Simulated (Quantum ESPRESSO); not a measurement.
## Ir: phonon dispersion with LDA

The system is Ir.

```
Ir
1.0
     0.00000    1.91560    1.91560
     1.91560    0.00000    1.91560
     1.91560    1.91560    0.00000
Ir
1
Direct
  0.00000 0.00000 0.00000
```

```json
{
 "Program": "Quantum ESPRESSO 7.5",
 "Task": "phonon dispersion",
 "Functional": "LDA",
 "Potentials or basis": "PseudoDojo 0.4.1 SR LDA standard",
 "Cutoff": "762 eV",
 "Density cutoff": "3048 eV",
 "k mesh": "10 × 10 × 10",
 "Occupations": "cold, width 0.2 eV",
 "Spin": "no spin polarisation",
 "Form of the LDA correlation": "PW92",
 "Mixing beta": "0.5",
 "Most SCF iterations": "120",
 "SCF threshold": "2e-10 Ry",
 "q mesh": "2 × 2 × 2"
}
```

```yaml
Relaxed_volume: 13.78 Å³/atom
Relaxed_cell: a = 2.691 Å, b = 2.691 Å, c = 2.691 Å, α = 60.00°, β = 60.00°, γ = 60.00°
Space_group_after_relaxing_to_0.05_Å: Fm-3m (No. 225)
Pressure_after_relaxing: -0.2 GPa
Band_gap_on_the_k_mesh: none (metal or under the smearing width)
Highest_phonon_frequency: 211 cm⁻¹
Zero-point_energy: 0.027 eV/atom
```

The path:
```tsv
step	energy change (eV)	largest force (eV/Å)	pressure (GPa)	volume (Å³)
1	0.0000	0.0000	-8.16	14.06
2	0.0012	0.0000	9.54	13.48
3	-0.0073	0.0000	-0.12	13.78
4	-0.0073	0.0000	0.00	13.78
```

Final structure:
```
CELL_PARAMETERS angstrom
0.00000 1.90266 1.90266
1.90266 0.00000 1.90266
1.90266 1.90266 0.00000
ATOMIC_POSITIONS crystal
Ir 0.00000 0.00000 0.00000
```

Levels at points of the mesh, in eV from the Fermi level:
```csv
k point,band 4,band 5,band 6,band 7,band 8,band 9,band 10,band 11,band 12,band 13
"(0.00, 0.00, 0.00)",-49.55,-11.53,-4.16,-4.16,-4.16,-1.31,-1.31,13.48,19.10,19.10
"(0.00, 0.00, -0.50)",-49.67,-8.50,-4.25,-4.25,-0.91,0.87,0.87,7.39,13.16,19.16
"(0.00, -0.50, -0.50)",-49.87,-8.31,-7.74,0.86,1.46,1.46,1.59,10.72,11.48,11.48
```

Phonon frequencies in cm⁻¹ (negative: imaginary):
```tsv
q point	frequencies
(0.000, 0.000, 0.000)	0 0 0
(0.318, 0.000, 0.318)	132 132 169
(0.500, 0.150, 0.650)	156 166 192
(0.346, 0.346, 0.692)	140 183 183
(0.144, 0.144, 0.288)	74 99 134
(0.091, 0.091, 0.091)	33 33 60
(0.409, 0.409, 0.409)	114 114 203
(0.589, 0.321, 0.589)	137 165 195
(0.500, 0.275, 0.725)	155 179 182
(0.500, 0.450, 0.550)	121 126 209
(0.431, 0.431, 0.639)	131 152 201
(0.562, 0.125, 0.562)	152 161 196
```

Phonon frequencies at the corners of the path (cm⁻¹, interpolated; i marks imaginary ones):
```tsv
point	frequencies
Γ	0 0 0
X	154 154 199
W	157 180 180
K	145 177 189
L	119 119 211
U	145 177 189
```

Phonon states per cell in windows of 10 cm⁻¹ (negative: imaginary):
| from (cm⁻¹) | total |
| --- | --- |
| 0 | 0.00 |
| 10 | 0.00 |
| 20 | 0.00 |
| 30 | 0.01 |
| 40 | 0.01 |
| 50 | 0.02 |
| 60 | 0.03 |
| 70 | 0.04 |
| 80 | 0.06 |
| 90 | 0.09 |
| 100 | 0.13 |
| 110 | 0.20 |
| 120 | 0.31 |
| 130 | 0.33 |
| 140 | 0.35 |
| 150 | 0.29 |
| 160 | 0.22 |
| 170 | 0.18 |
| 180 | 0.25 |
| 190 | 0.37 |
| 200 | 0.09 |

Harmonic thermodynamics per atom at this volume (zero-point energy 27.4 meV, Debye temperature from the second moment 282 K):
| T (K) | free energy (meV) | entropy (k_B) | heat capacity Cv (k_B) |
| --- | --- | --- | --- |
| 50 | 27.1 | 0.33 | 0.88 |
| 100 | 23.4 | 1.37 | 2.08 |
| 200 | 3.7 | 3.07 | 2.72 |
| 298.15 | -27.3 | 4.19 | 2.87 |
| 500 | -114.4 | 5.70 | 2.95 |
| 800 | -281.3 | 7.10 | 2.98 |

Wall time 4.6 min on 1 thread of Arm Neoverse V2 (shared host), peak memory 0.09 GiB.

Caveat: the mesh is thin for the phonons of a metal; the q mesh is small, so phonon branches between its points and thermal values are rough. Spin-orbit coupling is left out, which matters for the levels of Ir.
